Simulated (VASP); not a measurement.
Wanted: the native input for a VASP 6.6.1 run.

| Quantity | Value |
| --- | --- |
| Task | dielectric tensor |
| Functional | PBE |
| Potentials or basis | VASP PAW PBE potentials, release 64 (Hf_pv, O) |
| Cutoff | 450 eV |
| k mesh | 7 × 7 × 7 |
| Occupations | gaussian, width 0.02 eV |
| Spin | no spin polarisation |
| Further INCAR settings | ALGO = Fast; EDIFF = 1e-08; IBRION = 8 |

The structure of HfO2 lies in POSCAR:

```
HfO2                                    
1.0
    5.2657535524      0.0000000000      0.0000000000
    0.0000000000      5.0468435636      0.0000000000
    0.0000000000      0.0000000000      5.0768272921
  Hf              O             
     4     8
Direct
     0.0330263864588360    0.2666397942857159    0.2401331592976348
     0.4669736135411640    0.2666397942857159    0.7401331592976348
     0.5330263864588360    0.7333602057142841    0.2401331592976348
     0.9669736135411640    0.7333602057142841    0.7401331592976348
     0.3656013965396454    0.0682652111456079    0.3825706743586608
     0.1343986034603546    0.0682652111456079    0.8825706743586608
     0.7304881752824670    0.4622656845867041    0.4902961663437040
     0.7695118247175330    0.4622656845867041    0.9902961663437040
     0.2695118247175330    0.5377343154132959    0.9902961663437040
     0.2304881752824670    0.5377343154132959    0.4902961663437040
     0.8656013965396454    0.9317347888543921    0.3825706743586608
     0.6343986034603546    0.9317347888543921    0.8825706743586608
```

Measurements of this composition are mostly on another form, of space group No. 14.

These files were run (other wordings do the same):

INCAR

```
PREC = Accurate
ENCUT = 450
EDIFF = 1E-8
ISMEAR = 0
SIGMA = 0.02
LREAL = False
LASPH = True
NELM = 120
ALGO = Fast
ISIF = 2
LWAVE = False
LCHARG = False
GGA = PE
LEPSILON = True
IBRION = 8
KPAR = 8
```

KPOINTS

```
regular mesh
0
Gamma
  7 7 7
```

Potentials or basis: VASP PAW PBE potentials, release 64 (Hf_pv, O).

Run with:

```sh
$ cat potpaw_PBE.64/Hf_pv/POTCAR potpaw_PBE.64/O/POTCAR > POTCAR
$ mpirun -np 8 vasp_std > vasp.out
```

Results of the run:

| Item | Value |
| --- | --- |
| Band gap on the k mesh | 4.38 eV, indirect (least direct gap 4.63 eV) |
| Electronic dielectric tensor (diagonal) | 4.89, 5.14, 4.93 |
| Born charges (mean of the diagonal) | Hf +5.21; O -2.64, -2.56 e |
| Highest phonon frequency at Γ, LO-TO splitting left out | 721 cm⁻¹ |

Caveat: spin-orbit coupling is left out, which moves the levels of the heavy elements; an odd mesh through Γ misses points on the zone boundary, where band edges often lie.

It took 45 min on 8 MPI ranks on Intel(R) Xeon(R) Platinum 8559C (Emerald Rapids), with other jobs on the host, peak memory 1.9 GiB a rank.
